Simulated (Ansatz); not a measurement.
**NiO (Fm-3m): how the settings move a single-point run**

How sensitive is a single-point run of NiO (Fm-3m) to its settings? A reference run comes first, then three runs with altered input.

Method: reference: DFT PBE+U, scalar-relativistic, plane waves, PAW, in Ansatz 0.2.0.

2 further runs of the same task are left out: 1 that didn't finish, 1 set aside as unsound or not needed.

### 1 The structure to begin with

The structure is cubic, space group Fm-3m (No. 225). The conventional cell has a = 4.251 Å, b = 4.251 Å, c = 4.251 Å, α = 90.00°, β = 90.00°, γ = 90.00°. Ni (site symmetry m-3m) has 6 O at 2.13 Å as nearest neighbours. Around O (site symmetry m-3m) lie 6 Ni at 2.13 Å.

Coordinates:

```cif
data_structure
_symmetry_space_group_name_H-M 'P 1'
_symmetry_Int_Tables_number 1
_cell_length_a 3.0069
_cell_length_b 3.0069
_cell_length_c 6.0095
_cell_angle_alpha 59.977
_cell_angle_beta 59.977
_cell_angle_gamma 60.000
_cell_volume 38.41
loop_
_atom_site_label
_atom_site_type_symbol
_atom_site_fract_x
_atom_site_fract_y
_atom_site_fract_z
_atom_site_occupancy
Ni1 Ni 0.00000 0.00000 0.00000 1
O1 O 0.50000 0.50000 0.25000 1
Ni2 Ni 0.00000 0.00000 0.50000 1
O2 O 0.50000 0.50000 0.75000 1
```

### 2 The reference run

input.yaml reads:

```yaml
crystal:
  lattice:
    - [0.0, 2.1261674825, 2.1261674825]
    - [2.1261674825, 0.0, 2.1261674825]
    - [4.2493462858, 4.2493462858, 0.0029886792]
  atoms:
    - { symbol: Ni, position: [0.0, 0.0, 0.0], spin: 1.85 }
    - { symbol: O, position: [0.5000000045, 0.5000000045, 0.2499999932] }
    - { symbol: Ni, position: [0.0, 0.0, 0.5], spin: -1.85 }
    - { symbol: O, position: [0.4999999955, 0.4999999955, 0.7500000068] }
basis:
  ecutwfc: 420
  ecutrho_ratio: 4
kpoints:
  mp_grid: { grid: [10, 10, 5] }
  band_path:
    path:
      - [[0.0, 0.0, 0.0], [0.0, 0.0, -1.0], [-0.24982401, 0.24982401, -1.0]]
      - [[-0.50035197, 0.24982401, -0.50035197], [0.0, 0.5, 0.0], [0.0, 0.0, 0.0], [-0.37508799, 0.37508799, 0.0]]
      - [[-0.37508799, 0.24982401, -0.75017599], [-0.5, 0.0, -1.0], [0.0, 0.0, 0.0]]
    npoints: 14
hamiltonian:
  xc: pbe
  hubbard: { sites: [{ species: Ni, l: d, u_eff: 6.2 }] }
scf:
  occupations: { method: gaussian, width: 0.05 }
  lower_state_search: "off"
  n_extra_bands: 19
output:
  forces: true
  stress: true
  eigenvalues: true
  populations: true
  hubbard: { sites: [{ species: Ni, l: d }] }
  dos: { projected: true, de: 0.02, nscf_kmesh: { grid: [15, 15, 8] } }
  bader: true
  write_density: true
  write_potential: true
  elf: true
  volumetric_format: npy
magnetization:
  spin_polarized: true
checkpoint:
  read: start.run
  write: ck
  compress: false
  write_wavefunctions: false
  write_every: 100000
```

Run with:

```
ansatz run input.yaml --threads 4 --pin off --max-ram 7168MiB --backend cpu --events-out ev --progress --plain --runs-dir out
```

### 3 Changing settings: ecutrho_ratio 12, lower_state_search left out

input.yaml reads:

```yaml
crystal:
  lattice:
    - [0.0, 2.1261674825, 2.1261674825]
    - [2.1261674825, 0.0, 2.1261674825]
    - [4.2493462858, 4.2493462858, 0.0029886792]
  atoms:
    - { symbol: Ni, position: [0.0, 0.0, 0.0], spin: 2.0 }
    - { symbol: O, position: [0.5000000045333, 0.5000000045333, 0.2499999932] }
    - { symbol: Ni, position: [0.0, 0.0, 0.5], spin: -2.0 }
    - { symbol: O, position: [0.4999999954667, 0.4999999954667, 0.7500000068] }
basis:
  ecutwfc: 420
  ecutrho_ratio: 12
kpoints:
  mp_grid: { grid: [10, 10, 5] }
hamiltonian:
  xc: pbe
  hubbard: { sites: [{ species: Ni, l: d, u_eff: 6.2 }] }
scf:
  occupations: { method: gaussian, width: 0.05 }
output:
  forces: true
  stress: true
magnetization:
  spin_polarized: true
```

### 4 Changing settings: xc_grid 4, occupations.method tetrahedron, width left out, lower_state_search left out

input.yaml reads:

```yaml
crystal:
  lattice:
    - [0.0, 2.1261674825, 2.1261674825]
    - [2.1261674825, 0.0, 2.1261674825]
    - [4.2493462858, 4.2493462858, 0.0029886792]
  atoms:
    - { symbol: Ni, position: [0.0, 0.0, 0.0], spin: 2.0 }
    - { symbol: O, position: [0.5000000045333, 0.5000000045333, 0.2499999932] }
    - { symbol: Ni, position: [0.0, 0.0, 0.5], spin: -2.0 }
    - { symbol: O, position: [0.4999999954667, 0.4999999954667, 0.7500000068] }
basis:
  ecutwfc: 420
  ecutrho_ratio: 4
  xc_grid: 4
kpoints:
  mp_grid: { grid: [10, 10, 5] }
hamiltonian:
  xc: pbe
  hubbard: { sites: [{ species: Ni, l: d, u_eff: 6.2 }] }
scf:
  occupations: { method: tetrahedron }
output:
  forces: true
  stress: true
magnetization:
  spin_polarized: true
```

### 5 Changing settings: mp_grid.grid [8, 8, 4], occupations.method cold, occupations.width 0.01, lower_state_search left out

input.yaml reads:

```yaml
crystal:
  lattice:
    - [0.0, 2.1261674825, 2.1261674825]
    - [2.1261674825, 0.0, 2.1261674825]
    - [4.2493462858, 4.2493462858, 0.0029886792]
  atoms:
    - { symbol: Ni, position: [0.0, 0.0, 0.0], spin: 2.0 }
    - { symbol: O, position: [0.5000000045333, 0.5000000045333, 0.2499999932] }
    - { symbol: Ni, position: [0.0, 0.0, 0.5], spin: -2.0 }
    - { symbol: O, position: [0.4999999954667, 0.4999999954667, 0.7500000068] }
basis:
  ecutwfc: 420
  ecutrho_ratio: 4
kpoints:
  mp_grid: { grid: [8, 8, 4] }
hamiltonian:
  xc: pbe
  hubbard: { sites: [{ species: Ni, l: d, u_eff: 6.2 }] }
scf:
  occupations: { method: cold, width: 0.01 }
output:
  forces: true
  stress: true
  write_density: true
  write_potential: true
  elf: true
  volumetric_format: npy
magnetization:
  spin_polarized: true
```

Q: Predict the outcome of this session. Wanted: for each run, ending; energy change; pressure; gap; abs. moment; force.

The runs gave:

```tsv
run	ending	energy change	pressure (GPa)	gap (eV)	abs. moment (μB)	force (eV/Å)	cycles	time
reference	converged	0	0.0	2.81	3.62	0.00	-	21 s
1: ecutrho_ratio 12, lower_state_search left out	converged	0.0 meV/atom	0.0	2.81	3.62	0.00	16	7.3 s
2: xc_grid 4, occupations.method tetrahedron, width left out, lower_state_search left out	converged	0.0 meV/atom (σ→0)	0.0	2.81	3.62	0.00	16	4.1 s
3: mp_grid.grid [8, 8, 4], occupations.method cold, occupations.width 0.01, lower_state_search left out	converged	0.0 meV/atom (σ→0)	0.0	2.77	3.62	0.00	23	4.2 s
```

Times don't compare one to one where runs were asked for different outputs or read a saved state (see the inputs); cycles may leave out searches for a lower state.

Residual by cycle in the longest SCF loop of each run; runs are numbered as in the table. The quantity is the density residual dr2, in eV.

```tsv
cycle	reference	run 1	run 2	run 3
1	6.3e-13	69.2	68.9	70.5
3	-	0.479	0.476	0.491
5	-	0.197	0.196	0.202
7	-	0.0487	0.0483	0.0487
9	-	0.212	0.212	0.207
11	-	0.00147	0.00145	0.00573
13	-	3.0e-6	8.7e-7	2.3e-4
15	-	6.8e-7	1.2e-5	3.85
17	-	-	-	2.1e-5
19	-	-	-	2.2e-6
21	-	-	-	2.0e-7
23	-	-	-	1.6e-8
```

**Reading.** Of the converged runs whose energies compare with the reference's, none moves it noticeably.
